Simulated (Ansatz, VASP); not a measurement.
## One calculation of Ge, two programs

```xyz
1
Lattice="1.3971 -2.6005 0.0000 1.3971 2.6005 0.0000 0.0000 0.0000 2.6982" Properties=species:S:1:pos:R:3 pbc="T T T"
Ge    1.3971    0.0000    0.0000
```

This isn't the form of Ge at room conditions, which is diamond.

Alike in both runs: task single point; functional PBE; k mesh 11 × 11 × 10; occupations gaussian, width 0.025 eV; no spin polarisation.

|  | VASP | Ansatz |
| --- | --- | --- |
| version | VASP 6.6.1 | Ansatz 0.2.0 |
| potentials or method | VASP PAW PBE potentials, release 64 (Ge_d) | Ansatz PAW |
| plane-wave cutoff (eV) | 520 | 420 |
| valence electrons in the cell | 14 | 14 |

VASP gave:

```
gap on the k mesh at the Fermi level (eV)       : none
pressure (GPa)                                  : -0.8
largest component of the traceless stress (GPa) : 2.17
```

**Question.** Which values does Ansatz return?

**Answer.** gap on the k mesh at the Fermi level (eV): none; pressure (GPa): -0.6; largest component of the traceless stress (GPa): 2.18.

A gap of «none» marks a metal or a gap that the smearing closes. The functional is the same, so the differences come from potentials, cutoffs and numerics.
